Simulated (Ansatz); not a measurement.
# From the elastic tensor of PbSe to moduli and sound speeds

Method: DFT PBE, scalar-relativistic, plane waves, PAW (Ansatz). Cutoff 420 eV, 12×12×12 k-points (Γ-centred), fixed occupations. No spin polarisation.

It takes space group Fm-3m (No. 225, cubic). The conventional cell has a = 6.218 Å, b = 6.218 Å, c = 6.218 Å, α = 90.00°, β = 90.00°, γ = 90.00°. Pb (site symmetry m-3m) has 6 Se at 3.11 Å as nearest neighbours. Around Se (site symmetry m-3m) lie 6 Pb at 3.11 Å.

The structure comes from a generated guess, relaxed at this level; another structure or a mixture of phases may lie lower. Spin–orbit coupling is left out, which matters for heavy elements.

Relaxed-ion constants (GPa, on the Cartesian axes of the calculation):
C11 = 81.1, C12 = 46.5, C13 = 12.4, C22 = 81.1, C23 = 12.4, C33 = 115.3, C44 = 17.3, C55 = 17.3, C66 = 51.4 GPa; the others vanish.

Density 7.905 g/cm³; 2 atoms in 60.11 Å³.

With S = C⁻¹: B_V = (C11+C22+C33+2(C12+C13+C23))/9, G_V = (C11+C22+C33−C12−C13−C23+3(C44+C55+C66))/15, 1/B_R = S11+S22+S33+2(S12+S13+S23), 15/G_R = 4(S11+S22+S33−S12−S13−S23)+3(S44+S55+S66); Hill is their mean. Then v_l = √((B+4G/3)/ρ), v_t = √(G/ρ), v_m = [(2/v_t³+1/v_l³)/3]^(−1/3) and Θ = (ħ/k_B)·v_m·(6π²n/V)^(1/3) for n atoms in the volume V; E = 9BG/(3B+G), ν = (3B−2G)/(2(3B+G)) and A^U = 5G_V/G_R + B_V/B_R − 6.

```
Bulk modulus, Voigt / Reuss / Hill          : 46.7 / 46.7 / 46.7 GPa
Shear modulus, Voigt / Reuss / Hill         : 31.0 / 23.6 / 27.3 GPa
Young's modulus                             : 68 GPa
Poisson ratio                               : 0.256
Pugh ratio B/G                              : 1.71 (under 1.75, the rule of thumb for brittle)
Universal anisotropy index                  : 1.57
Longitudinal and transverse sound speeds    : 3241 and 1857 m/s
Debye temperature from the mean sound speed : 198 K
```
